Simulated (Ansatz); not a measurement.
Cu₂O, space group Pn-3m, cell relaxations under several functionals

With Ansatz 0.2.0 through its Python package.

The script reads `POSCAR_cu2o`:
```text
Cu2O
1.0
   4.26000000    0.00000000    0.00000000
   0.00000000    4.26000000    0.00000000
   0.00000000    0.00000000    4.26000000
Cu O
4 2
Direct
   0.25000000    0.25000000    0.25000000
   0.25000000    0.75000000    0.75000000
   0.75000000    0.75000000    0.25000000
   0.75000000    0.25000000    0.75000000
   0.00000000    0.00000000    0.00000000
   0.50000000    0.50000000    0.50000000
```

Notebook, run cell by cell (the value of a cell's last expression is shown):

In [1]:
```python
from dataclasses import dataclass

import ansatz as az
from ase.io import read
import numpy as np
```

In [2]:
```python
@dataclass(frozen=True)
class RunConfig:
    filling: str = 'fixed'
```

In [3]:
```python
cfg = RunConfig()
```

In [4]:
```python
def edges_and_angles(cell):
    cell = np.asarray(cell)
    a, b, c = np.linalg.norm(cell, axis=1)
    cosines = cell[1] @ cell[2] / (b * c), cell[0] @ cell[2] / (a * c), cell[0] @ cell[1] / (a * b)
    return (a, b, c, *np.degrees(np.arccos(cosines)))
```

In [5]:
```python
atoms = read('POSCAR_cu2o', format='vasp')
system = az.Crystal.from_ase(atoms)
```

In [6]:
```python
[site.symbol for site in system.resolved().sites]
```
Out [6]:
```text
['Cu', 'Cu', 'Cu', 'Cu', 'O', 'O']
```

In [7]:
```python
calculation = (
    system.calculation()
    .kpoints(6)
    .occupations(cfg.filling)
    .relax(cell=True, max_steps=60)
)
```

In [8]:
```python
levels = [('rpbe', 'none'), ('r2scan', 'd4'), ('pbesol', 'none'), ('pbe', 'd4')]
print('level            a       b       c    alpha   beta  gamma  V/atom  steps')
for name, dispersion in levels:
    seen = []
    run = calculation.functional(name, dispersion=dispersion).session().plan()
    result = run.execute(on_event=lambda e: seen.append(e) if e['event'] == 'relax_step' else None)
    cell = result.lattice.cell_ang
    label = name if dispersion == 'none' else f'{name}+{dispersion}'
    print('{:13s} {:7.4f} {:7.4f} {:7.4f} {:6.2f} {:6.2f} {:6.2f}'.format(label, *edges_and_angles(cell)), f'{abs(np.linalg.det(cell)) / len(result.lattice.sites):7.3f} {len(seen):5d}')
```
```text
level            a       b       c    alpha   beta  gamma  V/atom  steps
DeckWarning: basis.ecutwfc = 420 eV, auto-derived from the records' recommended cutoffs: set by Cu (normal level)
rpbe           4.3545  4.3545  4.3545  90.00  90.00  90.00  13.762     7
DeckWarning: basis.ecutwfc = 500 eV, auto-derived from the records' recommended cutoffs: set by Cu (their level for a meta-GGA)
r2scan+d4      4.2311  4.2311  4.2311  90.00  90.00  90.00  12.624     5
pbesol         4.2227  4.2227  4.2227  90.00  90.00  90.00  12.549     7
pbe+d4         4.2532  4.2532  4.2532  90.00  90.00  90.00  12.824     4
```

From smallest to largest: PBEsol (12.55 Å³ an atom, -2.6 % against the start), r2SCAN+D4 (12.62 Å³ an atom, -2.0 % against the start), PBE+D4 (12.82 Å³ an atom, -0.5 % against the start) and RPBE (13.76 Å³ an atom, +6.8 % against the start). The spread is 9.7 % in volume.

What to keep in mind:
- No spin polarisation was allowed.
- Forces vanish by symmetry, so the ions can't move, and the end may be a saddle.
- Of the deposited cell: the entry's cell lengths or inner coordinates differ somewhat from later room-temperature determinations.
- Without a Hubbard U or exact exchange, semilocal functionals often make such 3d compounds metallic or too weakly gapped.
- The structure is a deposited one; some such entries were measured under pressure or heat, so a shift against it needn't be the functional's error alone.
- Warnings are shown shortened and without file and line.
- Hardware and time: 110 s on 1 thread of Arm Neoverse V2 (shared host), peak memory 0.67 GiB.
